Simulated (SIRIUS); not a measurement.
# CuO (P-6m2) in SIRIUS: a series of runs, part 2 of 4

SIRIUS 7.12.0. The steps go on from the part before.

**3. Equation of state, WC, 9.26 Å³/atom (volume scaled by 0.96)**

Contents of sirius.json:

```json
{
  "control": {
    "processing_unit": "cpu",
    "std_evp_solver_name": "lapack",
    "gen_evp_solver_name": "lapack",
    "verbosity": 2,
    "print_forces": false,
    "ortho_rf": true,
    "use_second_variation": true,
    "rmt_max": 3.0,
    "num_bands_to_print": 22,
    "save_wf": true
  },
  "parameters": {
    "electronic_structure_method": "full_potential_lapwlo",
    "xc_functionals": ["XC_GGA_X_WC", "XC_GGA_C_PBE"],
    "core_relativity": "dirac",
    "valence_relativity": "iora",
    "num_fv_states": 22,
    "smearing": "fermi_dirac",
    "smearing_width": 0.0018374661,
    "pw_cutoff": 24,
    "gk_cutoff": 4.62,
    "lmax_apw": 12,
    "lmax_rho": 8,
    "lmax_pot": 8,
    "num_mag_dims": 0,
    "auto_rmt": 0,
    "ngridk": [6, 6, 5],
    "shiftk": [0, 0, 0],
    "num_dft_iter": 80,
    "energy_tol": 1e-07,
    "density_tol": 1e-05,
    "use_symmetry": true
  },
  "settings": {"tol_ne": 1e-10},
  "iterative_solver": {"type": "exact"},
  "mixer": {"type": "anderson", "beta": 0.5, "max_history": 8},
  "unit_cell": {
    "lattice_vectors": [[5.2874379991, 0.0, 0.0], [-2.6437189903, 4.5790556307, 0.0], [0.0, 0.0, 5.1602775181]],
    "atom_types": ["Cu", "O"],
    "atom_files": {"Cu": "Cu.json", "O": "O.json"},
    "atoms": {"Cu": [[0.0, 0.0, 0.0]], "O": [[0.6666666667, 0.3333333333, 0.5]]}
  }
}
```

Contents of Cu.json:

```json
{
  "name": "copper",
  "symbol": "Cu",
  "number": 29,
  "mass": 63.546,
  "rmin": 1e-06,
  "rmt": 2.34,
  "nrmt": 800,
  "rinf": 15.61,
  "core": "1s2s2p",
  "valence": [
    {"basis": [{"enu": 0.04, "dme": 0, "n": 0, "auto": 0}, {"enu": 0.04, "dme": 1, "n": 0, "auto": 0}]},
    {"l": 0, "n": 1, "basis": [{"enu": 0.14, "dme": 0, "n": 0, "auto": 0}]},
    {"l": 1, "n": 2, "basis": [{"enu": 0.14, "dme": 0, "n": 0, "auto": 0}]},
    {"l": 2, "n": 3, "basis": [{"enu": 0.14, "dme": 0, "n": 0, "auto": 0}]},
    {"l": 3, "n": 4, "basis": [{"enu": 0.14, "dme": 0, "n": 0, "auto": 0}]}
  ],
  "lo": [
    {"l": 0, "basis": [{"enu": 0.14, "dme": 0, "n": 0, "auto": 0}, {"enu": 0.14, "dme": 1, "n": 0, "auto": 0}]},
    {
      "l": 0,
      "basis": [{"enu": -3.8659, "dme": 0, "n": 3, "auto": 1}, {"enu": -3.8659, "dme": 1, "n": 3, "auto": 1}]
    },
    {
      "l": 0,
      "basis": [{"enu": -3.8659, "dme": 1, "n": 3, "auto": 1}, {"enu": 0.14, "dme": 0, "n": 0, "auto": 0}]
    },
    {"l": 0, "basis": [{"enu": 0.14, "dme": 0, "n": 0, "auto": 0}, {"enu": 3.0621, "dme": 0, "n": 0, "auto": 0}]},
    {"l": 1, "basis": [{"enu": 0.14, "dme": 0, "n": 0, "auto": 0}, {"enu": 0.14, "dme": 1, "n": 0, "auto": 0}]},
    {
      "l": 1,
      "basis": [{"enu": -2.3253, "dme": 0, "n": 3, "auto": 1}, {"enu": -2.3253, "dme": 1, "n": 3, "auto": 1}]
    },
    {
      "l": 1,
      "basis": [{"enu": -2.3253, "dme": 1, "n": 3, "auto": 1}, {"enu": 0.14, "dme": 0, "n": 0, "auto": 0}]
    },
    {"l": 1, "basis": [{"enu": 0.14, "dme": 0, "n": 0, "auto": 0}, {"enu": 3.5004, "dme": 0, "n": 0, "auto": 0}]},
    {"l": 2, "basis": [{"enu": 0.14, "dme": 0, "n": 0, "auto": 0}, {"enu": 0.14, "dme": 1, "n": 0, "auto": 0}]},
    {"l": 2, "basis": [{"enu": 0.14, "dme": 1, "n": 0, "auto": 0}, {"enu": 0.14, "dme": 2, "n": 0, "auto": 0}]},
    {"l": 2, "basis": [{"enu": 0.14, "dme": 0, "n": 0, "auto": 0}, {"enu": 2.989, "dme": 0, "n": 0, "auto": 0}]},
    {"l": 3, "basis": [{"enu": 0.14, "dme": 0, "n": 0, "auto": 0}, {"enu": 0.14, "dme": 1, "n": 0, "auto": 0}]},
    {"l": 3, "basis": [{"enu": 0.14, "dme": 0, "n": 0, "auto": 0}, {"enu": 3.3177, "dme": 0, "n": 0, "auto": 0}]}
  ],
  "free_atom": [... radial grid and density of the free atom, the start of the SCF ...]
}
```

Contents of O.json:

```json
{
  "name": "oxygen",
  "symbol": "O",
  "number": 8,
  "mass": 15.9994,
  "rmin": 1e-06,
  "rmt": 1.56,
  "nrmt": 800,
  "rinf": 11.55,
  "core": "1s",
  "valence": [
    {"basis": [{"enu": 0.04, "dme": 0, "n": 0, "auto": 0}, {"enu": 0.04, "dme": 1, "n": 0, "auto": 0}]},
    {"l": 0, "n": 1, "basis": [{"enu": -0.0771, "dme": 0, "n": 0, "auto": 0}]},
    {"l": 1, "n": 2, "basis": [{"enu": 0.14, "dme": 0, "n": 0, "auto": 0}]},
    {"l": 2, "n": 3, "basis": [{"enu": 0.14, "dme": 0, "n": 0, "auto": 0}]},
    {"l": 3, "n": 4, "basis": [{"enu": 0.14, "dme": 0, "n": 0, "auto": 0}]}
  ],
  "lo": [
    {
      "l": 0,
      "basis": [{"enu": -0.0771, "dme": 0, "n": 0, "auto": 0}, {"enu": -0.0771, "dme": 1, "n": 0, "auto": 0}]
    },
    {
      "l": 0,
      "basis": [{"enu": -0.0771, "dme": 1, "n": 0, "auto": 0}, {"enu": -0.0771, "dme": 2, "n": 0, "auto": 0}]
    },
    {
      "l": 0,
      "basis": [{"enu": -0.0771, "dme": 0, "n": 0, "auto": 0}, {"enu": 4.8538, "dme": 0, "n": 0, "auto": 0}]
    },
    {"l": 1, "basis": [{"enu": 0.14, "dme": 0, "n": 0, "auto": 0}, {"enu": 0.14, "dme": 1, "n": 0, "auto": 0}]},
    {"l": 1, "basis": [{"enu": 0.14, "dme": 1, "n": 0, "auto": 0}, {"enu": 0.14, "dme": 2, "n": 0, "auto": 0}]},
    {"l": 1, "basis": [{"enu": 0.14, "dme": 0, "n": 0, "auto": 0}, {"enu": 5.8106, "dme": 0, "n": 0, "auto": 0}]},
    {"l": 2, "basis": [{"enu": 0.14, "dme": 0, "n": 0, "auto": 0}, {"enu": 0.14, "dme": 1, "n": 0, "auto": 0}]},
    {"l": 2, "basis": [{"enu": 0.14, "dme": 1, "n": 0, "auto": 0}, {"enu": 0.14, "dme": 2, "n": 0, "auto": 0}]},
    {"l": 2, "basis": [{"enu": 0.14, "dme": 0, "n": 0, "auto": 0}, {"enu": 6.5503, "dme": 0, "n": 0, "auto": 0}]},
    {"l": 3, "basis": [{"enu": 0.14, "dme": 0, "n": 0, "auto": 0}, {"enu": 0.14, "dme": 1, "n": 0, "auto": 0}]}
  ],
  "free_atom": [... radial grid and density of the free atom, the start of the SCF ...]
}
```

Contents of sirius_start.json:

```json
{
  "control": {
    "processing_unit": "cpu",
    "std_evp_solver_name": "lapack",
    "gen_evp_solver_name": "lapack",
    "verbosity": 1,
    "print_forces": false,
    "ortho_rf": true,
    "use_second_variation": true,
    "rmt_max": 3.0,
    "num_bands_to_print": 22,
    "save_wf": false
  },
  "parameters": {
    "electronic_structure_method": "full_potential_lapwlo",
    "xc_functionals": ["XC_LDA_X", "XC_LDA_C_PW"],
    "core_relativity": "dirac",
    "valence_relativity": "iora",
    "num_fv_states": 22,
    "smearing": "fermi_dirac",
    "smearing_width": 0.0055123983,
    "pw_cutoff": 24,
    "gk_cutoff": 3.69,
    "lmax_apw": 12,
    "lmax_rho": 8,
    "lmax_pot": 8,
    "num_mag_dims": 0,
    "auto_rmt": 0,
    "ngridk": [2, 2, 2],
    "shiftk": [0, 0, 0],
    "num_dft_iter": 30,
    "energy_tol": 0.01,
    "density_tol": 0.05,
    "use_symmetry": true
  },
  "settings": {"tol_ne": 1e-10},
  "iterative_solver": {"type": "exact"},
  "mixer": {"type": "anderson", "beta": 0.5, "max_history": 8},
  "unit_cell": {
    "lattice_vectors": [[5.2874379991, 0.0, 0.0], [-2.6437189903, 4.5790556307, 0.0], [0.0, 0.0, 5.1602775181]],
    "atom_types": ["Cu", "O"],
    "atom_files": {"Cu": "Cu.json", "O": "O.json"},
    "atoms": {"Cu": [[0.0, 0.0, 0.0]], "O": [[0.6666666667, 0.3333333333, 0.5]]}
  }
}
```

Potentials or basis: all-electron FP-LAPW, apw+lo standard.

On the command line:

```bash
OMP_NUM_THREADS=2 sirius.scf --input=sirius_start.json --output=start.json
OMP_NUM_THREADS=2 sirius.scf --input=sirius.json --output=output.json --task=1
```

It took 29 s on 2 threads of Arm Neoverse V2, shared host; peak memory 0.44 GiB.

It converged, with:

* Free energy: -47067.2938 eV
* Band gap on the k mesh: none (metal or under the smearing width)
* All electrons inside the program's atomic spheres: Cu 28.07; O 6.94 (radii Cu 2.34, O 1.56 bohr)

Caveat: the k mesh is coarse (spacing up to 0.46 Å⁻¹), so the values aren't converged; an odd number of electrons without spin polarisation forces a metal; a magnetic or distorted state may lie lower; the run has no spin polarisation, though such a crystal can be magnetic; semilocal functionals often make such compounds metallic where correlation or magnetic order opens a gap, which also shifts bond lengths.

**4. Equation of state, WC, 9.45 Å³/atom (volume scaled by 0.98)**

sirius.json: that of step 3 with these lines changed.

```diff
@@ -39,3 +39,3 @@
   "unit_cell": {
-    "lattice_vectors": [[5.2874379991, 0.0, 0.0], [-2.6437189903, 4.5790556307, 0.0], [0.0, 0.0, 5.1602775181]],
+    "lattice_vectors": [[5.3239042411, 0.0, 0.0], [-2.6619521111, 4.6106363226, 0.0], [0.0, 0.0, 5.1958667634]],
     "atom_types": ["Cu", "O"],
```

Contents of Cu.json:

```json
{
  "name": "copper",
  "symbol": "Cu",
  "number": 29,
  "mass": 63.546,
  "rmin": 1e-06,
  "rmt": 2.34,
  "nrmt": 800,
  "rinf": 15.61,
  "core": "1s2s2p",
  "valence": [
    {"basis": [{"enu": 0.03, "dme": 0, "n": 0, "auto": 0}, {"enu": 0.03, "dme": 1, "n": 0, "auto": 0}]},
    {"l": 0, "n": 1, "basis": [{"enu": 0.13, "dme": 0, "n": 0, "auto": 0}]},
    {"l": 1, "n": 2, "basis": [{"enu": 0.13, "dme": 0, "n": 0, "auto": 0}]},
    {"l": 2, "n": 3, "basis": [{"enu": 0.13, "dme": 0, "n": 0, "auto": 0}]},
    {"l": 3, "n": 4, "basis": [{"enu": 0.13, "dme": 0, "n": 0, "auto": 0}]}
  ],
  "lo": [
    {"l": 0, "basis": [{"enu": 0.13, "dme": 0, "n": 0, "auto": 0}, {"enu": 0.13, "dme": 1, "n": 0, "auto": 0}]},
    {
      "l": 0,
      "basis": [{"enu": -3.8759, "dme": 0, "n": 3, "auto": 1}, {"enu": -3.8759, "dme": 1, "n": 3, "auto": 1}]
    },
    {
      "l": 0,
      "basis": [{"enu": -3.8759, "dme": 1, "n": 3, "auto": 1}, {"enu": 0.13, "dme": 0, "n": 0, "auto": 0}]
    },
    {"l": 0, "basis": [{"enu": 0.13, "dme": 0, "n": 0, "auto": 0}, {"enu": 3.0521, "dme": 0, "n": 0, "auto": 0}]},
    {"l": 1, "basis": [{"enu": 0.13, "dme": 0, "n": 0, "auto": 0}, {"enu": 0.13, "dme": 1, "n": 0, "auto": 0}]},
    {
      "l": 1,
      "basis": [{"enu": -2.3353, "dme": 0, "n": 3, "auto": 1}, {"enu": -2.3353, "dme": 1, "n": 3, "auto": 1}]
    },
    {
      "l": 1,
      "basis": [{"enu": -2.3353, "dme": 1, "n": 3, "auto": 1}, {"enu": 0.13, "dme": 0, "n": 0, "auto": 0}]
    },
    {"l": 1, "basis": [{"enu": 0.13, "dme": 0, "n": 0, "auto": 0}, {"enu": 3.4904, "dme": 0, "n": 0, "auto": 0}]},
    {"l": 2, "basis": [{"enu": 0.13, "dme": 0, "n": 0, "auto": 0}, {"enu": 0.13, "dme": 1, "n": 0, "auto": 0}]},
    {"l": 2, "basis": [{"enu": 0.13, "dme": 1, "n": 0, "auto": 0}, {"enu": 0.13, "dme": 2, "n": 0, "auto": 0}]},
    {"l": 2, "basis": [{"enu": 0.13, "dme": 0, "n": 0, "auto": 0}, {"enu": 2.979, "dme": 0, "n": 0, "auto": 0}]},
    {"l": 3, "basis": [{"enu": 0.13, "dme": 0, "n": 0, "auto": 0}, {"enu": 0.13, "dme": 1, "n": 0, "auto": 0}]},
    {"l": 3, "basis": [{"enu": 0.13, "dme": 0, "n": 0, "auto": 0}, {"enu": 3.3077, "dme": 0, "n": 0, "auto": 0}]}
  ],
  "free_atom": [... radial grid and density of the free atom, the start of the SCF ...]
}
```

Contents of O.json:

```json
{
  "name": "oxygen",
  "symbol": "O",
  "number": 8,
  "mass": 15.9994,
  "rmin": 1e-06,
  "rmt": 1.56,
  "nrmt": 800,
  "rinf": 11.55,
  "core": "1s",
  "valence": [
    {"basis": [{"enu": 0.03, "dme": 0, "n": 0, "auto": 0}, {"enu": 0.03, "dme": 1, "n": 0, "auto": 0}]},
    {"l": 0, "n": 1, "basis": [{"enu": -0.0871, "dme": 0, "n": 0, "auto": 0}]},
    {"l": 1, "n": 2, "basis": [{"enu": 0.13, "dme": 0, "n": 0, "auto": 0}]},
    {"l": 2, "n": 3, "basis": [{"enu": 0.13, "dme": 0, "n": 0, "auto": 0}]},
    {"l": 3, "n": 4, "basis": [{"enu": 0.13, "dme": 0, "n": 0, "auto": 0}]}
  ],
  "lo": [
    {
      "l": 0,
      "basis": [{"enu": -0.0871, "dme": 0, "n": 0, "auto": 0}, {"enu": -0.0871, "dme": 1, "n": 0, "auto": 0}]
    },
    {
      "l": 0,
      "basis": [{"enu": -0.0871, "dme": 1, "n": 0, "auto": 0}, {"enu": -0.0871, "dme": 2, "n": 0, "auto": 0}]
    },
    {
      "l": 0,
      "basis": [{"enu": -0.0871, "dme": 0, "n": 0, "auto": 0}, {"enu": 4.8438, "dme": 0, "n": 0, "auto": 0}]
    },
    {"l": 1, "basis": [{"enu": 0.13, "dme": 0, "n": 0, "auto": 0}, {"enu": 0.13, "dme": 1, "n": 0, "auto": 0}]},
    {"l": 1, "basis": [{"enu": 0.13, "dme": 1, "n": 0, "auto": 0}, {"enu": 0.13, "dme": 2, "n": 0, "auto": 0}]},
    {"l": 1, "basis": [{"enu": 0.13, "dme": 0, "n": 0, "auto": 0}, {"enu": 5.8006, "dme": 0, "n": 0, "auto": 0}]},
    {"l": 2, "basis": [{"enu": 0.13, "dme": 0, "n": 0, "auto": 0}, {"enu": 0.13, "dme": 1, "n": 0, "auto": 0}]},
    {"l": 2, "basis": [{"enu": 0.13, "dme": 1, "n": 0, "auto": 0}, {"enu": 0.13, "dme": 2, "n": 0, "auto": 0}]},
    {"l": 2, "basis": [{"enu": 0.13, "dme": 0, "n": 0, "auto": 0}, {"enu": 6.5403, "dme": 0, "n": 0, "auto": 0}]},
    {"l": 3, "basis": [{"enu": 0.13, "dme": 0, "n": 0, "auto": 0}, {"enu": 0.13, "dme": 1, "n": 0, "auto": 0}]}
  ],
  "free_atom": [... radial grid and density of the free atom, the start of the SCF ...]
}
```

sirius_start.json: that of step 3 with these lines changed.

```diff
@@ -39,3 +39,3 @@
   "unit_cell": {
-    "lattice_vectors": [[5.2874379991, 0.0, 0.0], [-2.6437189903, 4.5790556307, 0.0], [0.0, 0.0, 5.1602775181]],
+    "lattice_vectors": [[5.3239042411, 0.0, 0.0], [-2.6619521111, 4.6106363226, 0.0], [0.0, 0.0, 5.1958667634]],
     "atom_types": ["Cu", "O"],
```

On the command line:

```bash
OMP_NUM_THREADS=2 sirius.scf --input=sirius_start.json --output=start.json
OMP_NUM_THREADS=2 sirius.scf --input=sirius.json --output=output.json --task=1
```

Run time: 29 s. Hardware: 2 threads of Arm Neoverse V2, shared host; peak memory 0.44 GiB.

Results (log left out):

```yaml
Free_energy: -47067.2834 eV
Band_gap_on_the_k_mesh: none (metal or under the smearing width)
All_electrons_inside_the_program's_atomic_spheres: Cu 28.03; O 6.93 (radii Cu 2.34, O 1.56 bohr)
```

Caveat: the k mesh is coarse (spacing up to 0.46 Å⁻¹), so the values aren't converged; an odd number of electrons without spin polarisation forces a metal; a magnetic or distorted state may lie lower; the run has no spin polarisation, though such a crystal can be magnetic; semilocal functionals often make such compounds metallic where correlation or magnetic order opens a gap, which also shifts bond lengths.

(Continued in part 3 of 4.)
